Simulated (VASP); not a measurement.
# TaC (Fm-3m) in VASP: a series of runs, part 2 of 2

VASP 6.6.1.

### 4 Vibrations by finite differences, PBE

This run uses another cell than the first one, of 11.23 Å³/atom, 1.022 times its volume.

INCAR

```
ALGO = Fast
EDIFF = 1E-8
ENCUT = 520
GGA = PE
IBRION = 6
ISIF = 3
ISMEAR = 0
LASPH = T
LCHARG = F
LREAL = F
LWAVE = F
NBANDS = 14
NELM = 100
NFREE = 2
NSW = 1
POTIM = 0.015
PREC = Accurate
SIGMA = 0.1
```

KPOINTS

```
k-points
0
Gamma
  16 16 16
```

POSCAR

```
TaC                                     
1.0
    0.0000000000      2.2395158342      2.2395158342
    2.2395158342      0.0000000000      2.2395158342
    2.2395158342      2.2395158342      0.0000000000
  Ta              C             
     1     1
Direct
     0.0000000000000000    0.0000000000000000    0.0000000000000000
     0.5000000000000000    0.5000000000000000    0.5000000000000000
```

Potentials or basis: VASP PAW PBE potentials, release 64 (Ta_pv, C).

Run with:

```bash
> cat potpaw_PBE.64/Ta_pv/POTCAR potpaw_PBE.64/C/POTCAR > POTCAR
> mpirun -np 1 vasp_std > vasp.out
```

OUTCAR:

```text
EDIFF = 1E-8
   ENCUT = 520
   GGA = PE
   IBRION = 6
   ISIF = 3
   ISMEAR = 0
   LASPH = T
   LREAL = F
   NELM = 100
   NFREE = 2
   NSW = 1
   POTIM = 0.015
   PREC = Accurate

 ion  position               nearest neighbor table
   1  0.000  0.000  0.000-   2 2.24   2 2.24   2 2.24   2 2.24   2 2.24   2 2.24
   2  0.500  0.500  0.500-   1 2.24   1 2.24   1 2.24   1 2.24   1 2.24   1 2.24

  LATTYP: Found a face centered cubic cell.
 ALAT       =     4.4790316684

  Lattice vectors:

 A1 = (   0.0000000000,   2.2395158342,   2.2395158342)
 A2 = (   2.2395158342,   0.0000000000,   2.2395158342)
 A3 = (   2.2395158342,   2.2395158342,   0.0000000000)

Analysis of symmetry for initial positions (statically):
=====================================================================
 Subroutine PRICEL returns:
 Original cell was already a primitive cell.

 Routine SETGRP: Setting up the symmetry group for a
 face centered cubic supercell.

 Subroutine GETGRP returns: Found 48 space group operations
 (whereof 48 operations were pure point group operations)
 out of a pool of 48 trial point group operations.

The static configuration has the point symmetry O_h .

Analysis of symmetry for dynamics (positions and initial velocities):
=====================================================================
 Subroutine PRICEL returns:
 Original cell was already a primitive cell.

 Routine SETGRP: Setting up the symmetry group for a
[... 774 lines left out ...]
  in kB       -0.1311850     -1.2989178     -1.2989178     -0.0000000      0.0000000      0.0000000
  external PRESSURE =      -0.9096735 kB  Pullay stress =       0.0000000 kB
[... 17 lines left out ...]
  FREE ENERGIE OF THE ION-ELECTRON SYSTEM (eV)
  ---------------------------------------------------
  free  energy   TOTEN  =       -22.2060823683 eV

  energy  without entropy=      -22.2044156004  energy(sigma->0) =      -22.20524898

 INTERNAL STRAIN TENSORS FROM STRAINED CELLS
 ============================================

 INTERNAL STRAIN TENSOR FOR ION    1 for displacements in x,y,z  (eV/Angst):
          X           Y           Z          XY          YZ          ZX
  --------------------------------------------------------------------------------
  x    -0.00000     0.00000     0.00000    -0.00000     0.00000     0.00000
  y     0.00000    -0.00000    -0.00000     0.00000     0.00000     0.00000
  z    -0.00000    -0.00000    -0.00000     0.00000    -0.00000     0.00000

 INTERNAL STRAIN TENSORS FROM DISPLACED ATOMS
 ============================================

 INTERNAL STRAIN TENSOR FOR ION    1 for displacements in x,y,z  (eV/Angst):
          X           Y           Z          XY          YZ          ZX
  --------------------------------------------------------------------------------
  x     0.00000     0.00000     0.00000     0.00000     0.00000     0.00000
  y     0.00000     0.00000     0.00000     0.00000     0.00000     0.00000
  z     0.00000     0.00000     0.00000     0.00000     0.00000     0.00000

 INTERNAL STRAIN TENSOR FOR ION    2 for displacements in x,y,z  (eV/Angst):
          X           Y           Z          XY          YZ          ZX
  --------------------------------------------------------------------------------
  x     0.00000     0.00000     0.00000     0.00000     0.00000     0.00000
  y     0.00000     0.00000     0.00000     0.00000     0.00000     0.00000
  z     0.00000     0.00000     0.00000     0.00000     0.00000     0.00000

 Eigenvectors and eigenvalues of the dynamical matrix
 ----------------------------------------------------

   1 f  =   16.153428 THz   101.494984 2PiTHz  538.820373 cm-1    66.805182 meV
             X         Y         Z           dx          dy          dz
      0.000000  0.000000  0.000000    -0.242285   -0.059713    0.000000
      2.239516  2.239516  2.239516     0.940231    0.231728    0.000000
[... 21 lines left out ...]
   6 f/i=    0.000717 THz     0.004507 2PiTHz    0.023929 cm-1     0.002967 meV
             X         Y         Z           dx          dy          dz
      0.000000  0.000000  0.000000     0.057108   -0.966667    0.005037
      2.239516  2.239516  2.239516     0.014716   -0.249098    0.001298

--------------------------------------------------------------------------------------------------------

 ELASTIC MODULI CONTR FROM IONIC RELAXATION (kBar)
 Direction    XX          YY          ZZ          XY          YZ          ZX
 --------------------------------------------------------------------------------
 XX           0.0000      0.0000      0.0000      0.0000      0.0000      0.0000
 YY           0.0000      0.0000      0.0000      0.0000      0.0000      0.0000
 ZZ           0.0000      0.0000      0.0000      0.0000      0.0000      0.0000
 XY           0.0000      0.0000      0.0000      0.0000      0.0000      0.0000
 YZ           0.0000      0.0000      0.0000      0.0000      0.0000      0.0000
 ZX           0.0000      0.0000      0.0000      0.0000      0.0000      0.0000
 --------------------------------------------------------------------------------

 TOTAL ELASTIC MODULI (kBar)
 Direction    XX          YY          ZZ          XY          YZ          ZX
 --------------------------------------------------------------------------------
 XX        7653.4632   1044.3721   1044.3721      0.0000      0.0000     -0.0000
 YY        1044.3721   7653.4632   1044.3721      0.0000      0.0000      0.0000
 ZZ        1044.3721   1044.3721   7653.4632      0.0000      0.0000      0.0000
 XY           0.0000      0.0000      0.0000   1884.6478     -0.0000      0.0000
 YZ           0.0000      0.0000      0.0000     -0.0000   1884.6478      0.0000
 ZX          -0.0000      0.0000      0.0000      0.0000      0.0000   1884.6478
 --------------------------------------------------------------------------------
```

OSZICAR:

```text
N       E                     dE             d eps       ncg     rms          rms(c)
DAV:   1     0.822982201353E+02    0.82298E+02   -0.78754E+03  4060   0.105E+03
DAV:   2    -0.229984122914E+02   -0.10530E+03   -0.10057E+03  5062   0.287E+02
DAV:   3    -0.256760740452E+02   -0.26777E+01   -0.26602E+01  4846   0.416E+01
[... 15 lines left out ...]
RMM:   4    -0.222060797298E+02   -0.91649E-05   -0.10247E-04  9947   0.808E-02    0.147E-02
RMM:   5    -0.222060821172E+02   -0.23874E-05   -0.17646E-05 10036   0.323E-02    0.299E-03
RMM:   6    -0.222060823329E+02   -0.21568E-06   -0.29410E-06 10332   0.116E-02    0.134E-03
RMM:   7    -0.222060823657E+02   -0.32799E-07   -0.40408E-07  9983   0.467E-03    0.427E-04
RMM:   8    -0.222060823683E+02   -0.26139E-08   -0.68413E-08  8758   0.185E-03
  17 F= -.22206082E+02 E0= -.22205249E+02  d E =-.166677E-02
```

Wall time 17 min (1 thread of Intel Xeon Platinum 8488C (Sapphire Rapids), shared host); peak memory 0.67 GiB.

The run converged, but a check on its numbers failed (symmetry, net force, bounds or a known fault of this set-up), so they aren't taken as properties of the crystal.

Caveat: elastic constants of metals need much finer meshes, so these are rough.
